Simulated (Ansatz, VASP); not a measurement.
## One calculation of V, two programs

File INCAR:

```
  PREC = Accurate
  ENCUT = 520
  EDIFF = 1E-7
  ISMEAR = 0
  SIGMA = 0.1
  LREAL = False
  LASPH = True
  NELM = 60
  ALGO = Fast
  ISIF = 2
  LWAVE = False
  LCHARG = False
  GGA = PE
  NBANDS = 20
```

File KPOINTS:

```
regular mesh
0
Gamma
  18 18 18
```

POSCAR

```
V
1.0
    3.0571186527      0.0000000000      0.0000000000
    0.0000000000      3.0571186527      0.0000000000
    0.0000000000      0.0000000000      3.0571186527
V
2
Direct
    0.0000000000      0.0000000000      0.0000000000
    0.5000000000      0.5000000000      0.5000000000
```

Input for Ansatz:

```yaml
crystal:
  lattice:
    - [3.0571186527, 0.0, 0.0]
    - [0.0, 3.0571186527, 0.0]
    - [0.0, 0.0, 3.0571186527]
  atoms:
    - { symbol: V, position: [0.0, 0.0, 0.0] }
    - { symbol: V, position: [0.5, 0.5, 0.5] }
basis:
  ecutwfc: 420
kpoints:
  mp_grid: { grid: [18, 18, 18] }
hamiltonian:
  xc: pbe
scf:
  occupations: { method: gaussian, width: 0.1 }
output:
  forces: true
  stress: true
  eigenvalues: true
```

Change from the starting cell: equal strain along all axes, cell held, atoms relaxed: +2.0 %.

Alike in both runs: task single point; functional PBE; k mesh 18 × 18 × 18; occupations gaussian, width 0.1 eV; no spin polarisation.

```csv
,VASP,Ansatz
version,VASP 6.6.1,Ansatz 0.2.0
potentials or method,"VASP PAW PBE potentials, release 64 (V_sv)","scalar-relativistic, plane waves, PAW"
plane-wave cutoff (eV),520,420
valence electrons in the cell,26,26
```

|  | VASP | Ansatz | Ansatz less VASP |
| --- | --- | --- | --- |
| gap on the k mesh at the Fermi level (eV) | none | none | - |
| pressure (GPa) | -9.6 | -9.7 | -0.17 |

A gap of «none» marks a metal or a gap that the smearing closes.
